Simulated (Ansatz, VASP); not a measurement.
## One calculation of Ba, two programs

Contents of INCAR:

```
SYSTEM = Ba
ALGO = Fast
EDIFF = 1E-7
EDIFFG = -0.005
ENCUT = 600
GGA = PE
IBRION = 2
ISIF = 3
ISMEAR = -1
LASPH = .True.
LCHARG = .False.
LREAL = .False.
LWAVE = .False.
NELM = 100
NSW = 60
PREC = Accurate
SIGMA = 0.08
```

KPOINTS

```
k-points
0
Gamma
  8 8 2
  0 0 0
```

Contents of POSCAR:

```
Ba
1.0
    4.4840896630      0.0000000000      0.0000000000
   -2.2420448315      3.8833355610      0.0000000000
    0.0000000000      0.0000000000     14.5732914049
Ba
4
Direct
    0.0000000000      0.0000000000      0.0000000000
    0.0000000000      0.0000000000      0.5000000000
    0.3333333333      0.6666666667      0.2500000000
    0.6666666667      0.3333333333      0.7500000000
```

Input for Ansatz:

```yaml
crystal:
  lattice:
    - [4.484089663, 0.0, 0.0]
    - [-2.2420448315, 3.883335561, 0.0]
    - [0.0, 0.0, 14.5732914049]
  atoms:
    - { symbol: Ba, position: [0.0, 0.0, 0.0] }
    - { symbol: Ba, position: [0.0, 0.0, 0.5] }
    - { symbol: Ba, position: [0.3333333333, 0.6666666667, 0.25] }
    - { symbol: Ba, position: [0.6666666667, 0.3333333333, 0.75] }
kpoints:
  mp_grid: { grid: [8, 8, 2] }
scf:
  occupations: { method: fermi_dirac, width: 0.08 }
hamiltonian:
  xc: pbe
  pseudopotentials: { kind: paw }
output:
  forces: true
  stress: true
relax:
  f_tol: 0.005
  max_steps: 40
  cell: {}
```

Alike in both runs: task relaxation of cell and atoms; functional PBE; k mesh 8 × 8 × 2; occupations fermi-dirac, width 0.08 eV; no spin polarisation.

|  | VASP | Ansatz |
| --- | --- | --- |
| version | VASP 6.6.1 | Ansatz 0.2.0 |
| potentials or method | VASP PAW PBE potentials, release 64 (Ba_sv) | PAW with Ansatz's default frozen-core files, scalar-relativistic |
| plane-wave cutoff (eV) | 600 | 420 |
| valence electrons in the cell | 40 | 40 |

Ansatz gave:

```
relaxed volume (Å³/atom)                                     : 64.00
relaxed cell length with the largest relative difference (Å) : 4.490
```

Task: Estimate VASP's values.

Result: Relaxed volume (Å³/atom): 64.38; relaxed cell length with the largest relative difference (Å): 4.500.

The runs have no spin-orbit coupling, so splittings on Ba are missing.
